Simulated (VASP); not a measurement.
Given:

```xyz
6
Lattice="4.5223 0.0000 0.0000 0.0000 4.5223 0.0000 0.0000 0.0000 3.1241" Properties=species:S:1:pos:R:3 pbc="T T T"
Ru     0.0000     0.0000     3.1241
Ru     2.2612     2.2612     1.5621
O      1.3828     1.3828     0.0000
O      3.6440     0.8783     1.5621
O      0.8783     3.6440     1.5621
O      3.1395     3.1395     3.1241
```

Calculation: PBE GGA, VASP's PBE PAW potentials (set 64) (plane waves; VASP 6.6.1). Settings: 520 eV cut-off, 8×8×11 Γ-centred mesh, tetrahedra with Blöchl corrections, potentials Ru_pv O.

Task: Tabulate the total density of states (states/eV per cell) against energy (eV; zero at the valence-band maximum or, without a gap, the Fermi level).

Result: 
```
E (eV) | DOS (states/eV)
   -10.00 |  0.00
    -9.68 |  0.00
    -9.36 |  0.00
    -8.93 |  0.00
    -8.61 |  0.00
    -8.29 |  0.01
    -7.97 | #### 1.42
    -7.54 | ##### 1.86
    -7.22 | ############# 5.26
    -6.90 | ############ 4.91
    -6.58 | ############################## 11.9
    -6.15 | ## 0.90
    -5.83 | ######### 3.60
    -5.51 | ######### 3.75
    -5.19 | ######### 3.38
    -4.87 | ######### 3.74
    -4.44 | ################ 6.45
    -4.12 | ############### 5.79
    -3.80 | ############ 4.86
    -3.48 | ######### 3.63
    -3.06 | ########## 3.99
    -2.73 | ########### 4.30
    -2.41 | #### 1.54
    -2.09 | ## 0.69
    -1.67 |  0.00
    -1.35 | ####### 2.83
    -1.03 | ########### 4.25
    -0.70 | ################ 6.41
    -0.39 | ####################### 8.97
     0.04 | ######## 3.08
     0.36 | ######### 3.55
     0.68 | ######### 3.62
     1.00 | ########## 3.78
     1.43 | # 0.39
     1.75 |  0.12
     2.07 | #### 1.76
     2.39 | ##### 1.98
     2.82 | ###### 2.35
     3.14 | ##### 2.08
     3.46 | ###### 2.31
```
Within 2 eV below the Fermi level the largest weight inside VASP's projection spheres is Ru d.

The compound is RuO2 in the rutile structure. It was relaxed first.
